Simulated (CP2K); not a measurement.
Runs of CP2K 2026.2 on Al2Pt. The structure is cubic, space group Fm-3m (No. 225). The conventional cell has a = 5.910 Å, b = 5.910 Å, c = 5.910 Å, α = 90.00°, β = 90.00°, γ = 90.00°. Pt (site symmetry m-3m) has 8 Al at 2.56 Å as nearest neighbours. Al (site symmetry -43m) is surrounded by 4 Pt at 2.56 Å. 

```csv
level,potentials or basis,smearing,EPS_DEFAULT,NGRIDS,points a segment of the path (NPOINTS),bands added on the path,CUTOFF of the grids,gap on the mesh (eV),pressure (GPa)
PBE,"POTENTIAL_UZH Pt GTH-PBE-q18, Al GTH-PBE-q3; TZVP-MOLOPT-PBE-GTH basis",fermi-dirac 0.1 eV,1.0E-9,5,10,6,450 Ry,none,2.4
PBEsol,"POTENTIAL_UZH Pt GTH-PBE-q18, Al GTH-PBE-q3; TZVP-MOLOPT-PBE-GTH basis",fermi-dirac 0.1 eV,1.0E-9,4,8,2,450 Ry,none,(a)
LDA,"GTH_POTENTIALS Pt GTH-PADE-q18, Al GTH-PADE-q3; TZVP-MOLOPT-PBE-GTH basis",fermi-dirac 0.1 eV,1.0E-10,5,10,4,450 Ry,none,-9.3
PBE,"POTENTIAL_UZH Pt GTH-PBE-q18, Al GTH-PBE-q3; TZVP-MOLOPT-PBE-GTH basis",fermi-dirac 0.05 eV,1.0E-9,5,8,2,450 Ry,none,2.3
r2SCAN,"POTENTIAL_UZH Pt GTH-SCAN-q18, Al GTH-SCAN-q3; TZVP-MOLOPT-SCAN-GTH basis",fermi-dirac 0.05 eV,1.0E-9,4,10,4,675 Ry,none,(b)
```

Alike in all rows: task band structure; no spin polarisation; cell as given; k mesh 8 × 8 × 8.

Estimate the missing entries.

(a) 0.5; (b) -0.3.

Caveats: spin-orbit coupling is left out, which moves the levels of the heavy elements; the basis of atomic orbitals isn't converged, which shifts pressures, moduli and gaps; the potentials were made for another functional, which shifts forces and pressure (some runs).

A k mesh can miss the band edges, and the runs leave out spin-orbit coupling on Pt.

A gap of «none» marks a metal or a gap under the smearing width.
